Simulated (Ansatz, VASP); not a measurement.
# Ag in VASP and in Ansatz

```
Ag
1.0
     2.34928   -2.35442    0.00000
     2.34928    2.35442    0.00000
     0.00000    0.00000    6.02546
Ag
4
Direct
  0.24965 0.75035 0.12512
  0.74965 0.25035 0.37488
  0.75035 0.24965 0.87488
  0.25035 0.74965 0.62512
```

Alike in both runs: functional PBEsol; k mesh 4 × 4 × 4; occupations gaussian, width 0.1 eV; no spin polarisation.

Ansatz relaxed the structure, and its values are those at the end. VASP's run is a single point on that final structure, the one shown.

|  | VASP | Ansatz |
| --- | --- | --- |
| version | VASP 6.6.1 | Ansatz 0.2.0 |
| potentials or method | VASP PAW PBE potentials, release 64 (Ag) | scalar-relativistic, plane waves, PAW |
| plane-wave cutoff (eV) | 520 | 420 |
| valence electrons in the cell | 44 | 76 |

```csv
,VASP,Ansatz,Ansatz less VASP
gap on the k mesh at the Fermi level (eV),none,none,-
pressure (GPa),-0.1,0.1,+0.23
rms of the force components (eV/Å),0.007,0.007,+0.0001
```

A gap of «none» marks a metal or a gap that the smearing closes. The two sets of potentials don't hold the same shells in valence.

Caveats: the k mesh is coarse (spacing up to 0.47 Å⁻¹), so the values aren't converged; the PAW data sets were made with another functional, which shifts forces and pressure a little (VASP).
